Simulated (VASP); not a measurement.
# KI (Fm-3m) in VASP: notebook, part 2 of 2

VASP 6.6.1. Earlier steps stand in the parts before.

## (4) Single point, PBE

This run uses another cell than the first one, of 44.97 Å³/atom.

Contents of INCAR:

```
PREC = Accurate
ENCUT = 500
EDIFF = 1E-6
ISMEAR = 0
SIGMA = 0.01
LREAL = False
LASPH = True
NELM = 120
ALGO = Normal
ISIF = 2
LWAVE = False
LCHARG = False
GGA = PE
NBANDS = 15
GGA_COMPAT = False
```

Contents of KPOINTS:

```
regular mesh
0
Gamma
  6 6 6
```

Contents of POSCAR:

```
KI
1.0
    0.0000000000      3.5561715428      3.5561715428
    3.5561715428      0.0000000000      3.5561715428
    3.5561715428      3.5561715428      0.0000000000
K I
1 1
Direct
    0.0000000000      0.0000000000      0.0000000000
    0.5000000000      0.5000000000      0.5000000000
```

Potentials or basis: VASP PAW PBE potentials, release 64 (K_sv, I).

Started as:

```bash
$ cat potpaw_PBE.64/K_sv/POTCAR potpaw_PBE.64/I/POTCAR > POTCAR
$ mpirun -np 1 vasp_std > vasp.out
```

OUTCAR:

```text
PREC = Accurate
   ENCUT = 500
   EDIFF = 1E-6
   ISMEAR = 0
   LREAL = False
   LASPH = True
   NELM = 120
   ISIF = 2
   GGA = PE

 ion  position               nearest neighbor table
   1  0.000  0.000  0.000-   2 3.56   2 3.56   2 3.56   2 3.56   2 3.56   2 3.56
   2  0.500  0.500  0.500-   1 3.56   1 3.56   1 3.56   1 3.56   1 3.56   1 3.56

  LATTYP: Found a face centered cubic cell.
 ALAT       =     7.1123430856

  Lattice vectors:

 A1 = (   0.0000000000,   3.5561715428,   3.5561715428)
 A2 = (   3.5561715428,   0.0000000000,   3.5561715428)
 A3 = (   3.5561715428,   3.5561715428,   0.0000000000)

Analysis of symmetry for initial positions (statically):
=====================================================================
 Subroutine PRICEL returns:
 Original cell was already a primitive cell.

 Routine SETGRP: Setting up the symmetry group for a
 face centered cubic supercell.

 Subroutine GETGRP returns: Found 48 space group operations
 (whereof 48 operations were pure point group operations)
 out of a pool of 48 trial point group operations.

The static configuration has the point symmetry O_h .

Analysis of symmetry for dynamics (positions and initial velocities):
=====================================================================
 Subroutine PRICEL returns:
 Original cell was already a primitive cell.

 Routine SETGRP: Setting up the symmetry group for a
 face centered cubic supercell.

 Subroutine GETGRP returns: Found 48 space group operations
 (whereof 48 operations were pure point group operations)
 out of a pool of 48 trial point group operations.

The dynamic configuration has the point symmetry O_h .

 Subroutine INISYM returns: Found 48 space group operations
 (whereof 48 operations are pure point group operations),
 and found     1 'primitive' translations

----------------------------------------------------------------------------------------

                                     Primitive cell

  volume of cell :      89.9452

  direct lattice vectors                    reciprocal lattice vectors
[... 111 lines left out ...]
  energy-cutoff  :      500.00
  volume of cell :       89.95
 maximum number of plane-waves:      2301
 NGX is ok and might be reduce to    40
   NGX = 19   NGY = 19   NGZ = 19

 number of electron      15.9999999 magnetization

 Free energy of the ion-electron system (eV)
  ---------------------------------------------------
  ext. energy  EPLUGINS =         0.00000000
  ---------------------------------------------------
  free energy    TOTEN  =        -5.56175893 eV

  energy without entropy =       -5.56175893  energy(sigma->0) =       -5.56175893

 E-fermi :  -0.3772     XC(G=0):  -7.1008

 val. band max:       -0.5170661826   @ k =   0.0000   0.0000   0.0000
 cond. band min:       3.3998866171   @ k =   0.0000   0.0000   0.0000
 fundamental gap:      3.9169527997
 Fermi energy:        -0.3772483482

 k-point     1 :       0.0000    0.0000    0.0000
  band No.  band energies     occupation
      1     -29.0545      2.00000
      2     -12.5395      2.00000
      3     -12.5395      2.00000
      4     -12.5395      2.00000
      5     -10.9901      2.00000
      6      -0.5171      2.00000
      7      -0.5171      2.00000
      8      -0.5171      2.00000
      9       3.3999      0.00000
     10       5.9871      0.00000
     11       5.9871      0.00000
     12       5.9871      0.00000
     13       6.6911      0.00000
     14       6.6911      0.00000
[... 257 lines left out ...]
      2     -12.5772      2.00000
      3     -12.5746      2.00000
      4     -12.5623      2.00000
      5     -10.8159      2.00000
      6      -1.3604      2.00000
      7      -1.0607      2.00000
      8      -1.0402      2.00000
      9       5.1601      0.00000
     10       5.8190      0.00000
     11       6.8541      0.00000
     12       7.7335      0.00000
     13       7.9904      0.00000
     14       9.0723      0.00000
     15       9.4789      0.00000

------------------------ aborting loop because EDIFF is reached ----------------------------------------

  FORCE on cell =-STRESS in cart. coord.  units (eV):
  Direction    XX          YY          ZZ          XY          YZ          ZX
  --------------------------------------------------------------------------------------
  -------------------------------------------------------------------------------------
  Total        0.2051421      0.2051421      0.2051421      0.0000000      0.0000000      0.0000000
  in kB        3.6541584      3.6541584      3.6541584      0.0000000      0.0000000      0.0000000
  external PRESSURE =       3.6541584 kB  Pullay stress =       0.0000000 kB

 VOLUME and BASIS-vectors are now :
 -----------------------------------------------------------------------------
  energy-cutoff  :      500.00
  volume of cell :       89.95
      direct lattice vectors                 reciprocal lattice vectors
     0.000000000  3.556171543  3.556171543    -0.140600641  0.140600641  0.140600641
     3.556171543  0.000000000  3.556171543     0.140600641 -0.140600641  0.140600641
     3.556171543  3.556171543  0.000000000     0.140600641  0.140600641 -0.140600641

 POSITION                                       TOTAL-FORCE (eV/Angst)
 -----------------------------------------------------------------------------------
      0.00000      0.00000      0.00000         0.000000      0.000000      0.000000
      3.55617      3.55617      3.55617         0.000000      0.000000      0.000000
 -----------------------------------------------------------------------------------
    total drift:                                0.000000     -0.000000     -0.000000

  FREE ENERGIE OF THE ION-ELECTRON SYSTEM (eV)
  ---------------------------------------------------
  free  energy   TOTEN  =        -5.5617589297 eV

  energy  without entropy=       -5.5617589297  energy(sigma->0) =       -5.56175893
```

stdout:

```text
POSCAR found type information on POSCAR K I
 POSCAR found :  2 types and       2 ions
 scaLAPACK will be used
 LDA part: xc-table for (Slater+PW92), standard interpolation
 POSCAR, INCAR and KPOINTS ok, starting setup
 FFT: planning ... GRIDC
 FFT: planning ... GRID_SOFT
 FFT: planning ... GRID
 WAVECAR not read
 entering main loop
```

Wall time 14 s (1 thread of Intel Xeon 6975P-C (Granite Rapids), shared host); peak memory 0.24 GiB.

Results:

| Quantity | Value |
| --- | --- |
| Free energy | -5.5618 eV |
| Pressure | 0.4 GPa |
| Band gap on the k mesh | 3.92 eV |

Caveat: spin-orbit coupling is left out, which moves the levels of the heavy elements.

## (5) Single point, PBE

This run uses another cell than the first one, of 45.85 Å³/atom.

Contents of INCAR:

```
SYSTEM = KI
  ALGO = Normal
  EDIFF = 1E-6
  ENCUT = 500
  GGA = PE
  GGA_COMPAT = .FALSE.
  ISIF = 2
  ISMEAR = 0
  LASPH = .TRUE.
  LCHARG = .FALSE.
  LREAL = .FALSE.
  LWAVE = .FALSE.
  NBANDS = 15
  NELM = 120
  PREC = Accurate
  SIGMA = 0.01
```

Contents of KPOINTS:

```
k-points
0
G
  6 6 6
  0 0 0
```

Contents of POSCAR:

```
KI
1.0
    0.0000000000      3.5792642128      3.5792642128
    3.5792642128      0.0000000000      3.5792642128
    3.5792642128      3.5792642128      0.0000000000
K I
1 1
Direct
    0.0000000000      0.0000000000      0.0000000000
    0.5000000000      0.5000000000      0.5000000000
```

Started as:

```bash
$ cat potpaw_PBE.64/K_sv/POTCAR potpaw_PBE.64/I/POTCAR > POTCAR
$ mpirun -np 1 vasp_std > vasp.out
```

It took 14 s on 1 thread of Intel Xeon 6975P-C (Granite Rapids), shared host; peak memory 0.24 GiB.

Results (log left out):

```yaml
Free_energy: -5.5646 eV
Pressure: 0.1 GPa
Band_gap_on_the_k_mesh: 3.87 eV
```

Levels at points of the mesh, in eV from the valence-band top:
```tsv
k point	band 5	band 6	band 7	band 8	band 9	band 10	band 11	band 12
(0.00, 0.00, 0.00)	-10.45	0.00	0.00	0.00	3.87	6.51	6.51	6.51
(0.50, 0.00, 0.00)	-10.22	-1.23	-0.30	-0.30	5.48	7.59	8.06	8.06
(0.50, 0.50, 0.00)	-10.32	-0.94	-0.34	-0.34	4.99	5.67	8.05	8.59
```

Caveat: spin-orbit coupling is left out, which moves the levels of the heavy elements.

## (6) Single point, PBE

This run uses another cell than the first one, of 46.74 Å³/atom.

Contents of INCAR:

```
PREC     = Accurate       # precision mode
ENCUT    = 500            # plane-wave cutoff, eV
EDIFF    = 1E-6           # SCF threshold, eV
ISMEAR   = 0              # smearing method
SIGMA    = 0.01           # smearing width, eV
LREAL    = F              # projectors in reciprocal space
LASPH    = T              # aspherical terms in the spheres
NELM     = 120            # most SCF steps
ALGO     = Normal         # electronic algorithm
ISIF     = 2              # what is computed and relaxed
LWAVE    = F              # write WAVECAR
LCHARG   = F              # write CHGCAR
GGA      = PE             # functional
NBANDS   = 15             # bands
GGA_COMPAT= F
```

Contents of KPOINTS:

```
Automatic mesh
0
Gamma
  6 6 6
```

Contents of POSCAR:

```
KI
1.0
    0.0000000000      3.6020626887      3.6020626887
    3.6020626887      0.0000000000      3.6020626887
    3.6020626887      3.6020626887      0.0000000000
K I
1 1
Direct
    0.0000000000      0.0000000000      0.0000000000
    0.5000000000      0.5000000000      0.5000000000
```

Potentials or basis: VASP PAW PBE potentials, release 64 (K_sv, I).

Started as:

```bash
$ cat potpaw_PBE.64/K_sv/POTCAR potpaw_PBE.64/I/POTCAR > POTCAR
$ mpirun -np 1 vasp_std > vasp.out
```

Run time: 13 s. Hardware: 1 thread of Intel Xeon 6975P-C (Granite Rapids), shared host; peak memory 0.24 GiB.

The run converged. Its results:

```
Free energy            : -5.5650 eV
Pressure               : -0.1 GPa
Band gap on the k mesh : 3.83 eV
```

Levels at points of the mesh, in eV from the valence-band top:
```tsv
k point	band 4	band 5	band 6	band 7	band 8	band 9	band 10	band 11	band 12	band 13
(0.00, 0.00, 0.00)	-12.09	-10.42	0.00	0.00	0.00	3.83	6.51	6.51	6.51	7.19
(0.50, 0.00, 0.00)	-12.09	-10.21	-1.19	-0.29	-0.29	5.46	7.53	8.02	8.02	8.60
(0.50, 0.50, 0.00)	-12.10	-10.30	-0.91	-0.33	-0.33	5.02	5.63	8.03	8.52	8.53
```

Caveat: spin-orbit coupling is left out, which moves the levels of the heavy elements.

## (7) Summary

| cell | gap on the mesh (eV) | pressure (GPa) |
| --- | --- | --- |
| a = 4.963 Å, angles 60.0°, 2 atoms | 4.01 | 0.9 |
| a = 4.996 Å, angles 60.0°, 2 atoms | 3.96 | 0.6 |
| a = 5.029 Å, angles 60.0°, 2 atoms | 3.92 | 0.4 |
| a = 5.062 Å, angles 60.0°, 2 atoms | 3.87 | 0.1 |
| a = 5.094 Å, angles 60.0°, 2 atoms | 3.83 | -0.1 |

Alike in all rows: task single point; level PBE; potentials or basis VASP PAW PBE potentials, release 64 (K_sv, I); no spin polarisation; k mesh 6 × 6 × 6; cutoff (eV) 500; smearing gaussian 0.01 eV.

Caveats: spin-orbit coupling is left out, which moves the levels of the heavy elements.

Total energies depend on the potentials used, so only differences within one code and one set of settings carry meaning.

## (8) How close it comes

Step 2. Against the measured gap of KI, 6.32 eV (a printed reference work, monograph), the calculated 4.01 eV is off by -2.31 eV. Spin-orbit coupling on I is left out. The value is that of PBE, without temperature or zero-point motion. Semilocal functionals fall short of measured gaps as a rule.

Step 3. Against the measured gap of KI, 6.32 eV (a printed reference work, monograph), the calculated 3.96 eV is off by -2.36 eV. Spin-orbit coupling on I is left out. The value is that of PBE, without temperature or zero-point motion. Semilocal functionals fall short of measured gaps as a rule.

Step 4. Against the measured gap of KI, 6.32 eV (a printed reference work, monograph), the calculated 3.92 eV is off by -2.40 eV. Spin-orbit coupling on I is left out. The value is that of PBE, without temperature or zero-point motion. Semilocal functionals fall short of measured gaps as a rule.

Step 5. Measured gap of KI: 6.32 eV (a printed reference work, monograph). This calculation gives 3.87 eV (-2.45 eV). Spin-orbit coupling on I is left out. The value is that of PBE, without temperature or zero-point motion. Semilocal functionals fall short of measured gaps as a rule.

Step 6. Against the measured gap of KI, 6.32 eV (a printed reference work, monograph), the calculated 3.83 eV is off by -2.49 eV. Spin-orbit coupling on I is left out. The value is that of PBE, without temperature or zero-point motion. Semilocal functionals fall short of measured gaps as a rule.
